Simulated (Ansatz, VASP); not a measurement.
**Two plane-wave programs on BN**

```
B N
1.0
     0.00000    3.49532    2.16609
     1.25163    0.00000    2.16609
     1.25163    3.49532    0.00000
B N
1 1
Cartesian
  1.2516 3.4953 0.0002
  1.2516 3.4953 2.8881
```

Measurements of this composition are mostly on another form, of space group No. 194.

Alike in both runs: task single point; functional LDA; k mesh 1 × 1 × 1; occupations fermi-dirac, width 0.01 eV; no spin polarisation.

|  | VASP | Ansatz |
| --- | --- | --- |
| version | VASP 6.6.1 | Ansatz 0.2.0 |
| potentials or method | VASP PAW LDA potentials, release 64 (B, N) | plane waves, PAW |
| plane-wave cutoff (eV) | 520 | 420 |
| valence electrons in the cell | 8 | 8 |

```csv
,VASP,Ansatz,Ansatz less VASP
gap on the k mesh at the Fermi level (eV),4.78,4.78,+0.005
```

Caveats: the k mesh is coarse (spacing up to 3.04 Å⁻¹), so the values aren't converged; an odd mesh through Γ misses points on the zone boundary, where band edges often lie. Expect the measured gap to be larger: semilocal functionals such as LDA lack the derivative discontinuity.
